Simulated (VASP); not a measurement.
A run of VASP 6.6.1 is set up as follows.

File INCAR:

```
SYSTEM = W
  ALGO = Normal
  EDIFF = 1E-7
  ENCUT = 520
  GGA = PE
  ISIF = 2
  ISMEAR = 0
  LASPH = .TRUE.
  LCHARG = .FALSE.
  LREAL = .FALSE.
  LWAVE = .FALSE.
  NELM = 80
  PREC = Accurate
  SIGMA = 0.3
```

Contents of KPOINTS:

```
k-points
0
G
  18 18 18
  0 0 0
```

Contents of POSCAR:

```
W                                       
1.0
   -1.6392724014      1.6392724014      1.6392724014
    1.6392724014     -1.6392724014      1.6392724014
    1.6392724014      1.6392724014     -1.6392724014
  W             
     1
Direct
     0.0000000000000000    0.0000000000000000    0.0000000000000000
```

Potentials or basis: VASP PAW PBE potentials, release 64 (W_sv).

Run with:

```bash
$ cat potpaw_PBE.64/W_sv/POTCAR > POTCAR
$ mpirun -np 1 vasp_std > vasp.out
```

Problem. What does it give for the pressure?

Solution. -21.8 GPa.

Problem. What does it give for the band gap on the k mesh?

Solution. None (metal or under the smearing width).

Caveat: so large a pressure means that the cell lies far from this level's equilibrium, or that cutoff or potentials fall short. The run has no spin-orbit coupling, so splittings on W are missing.
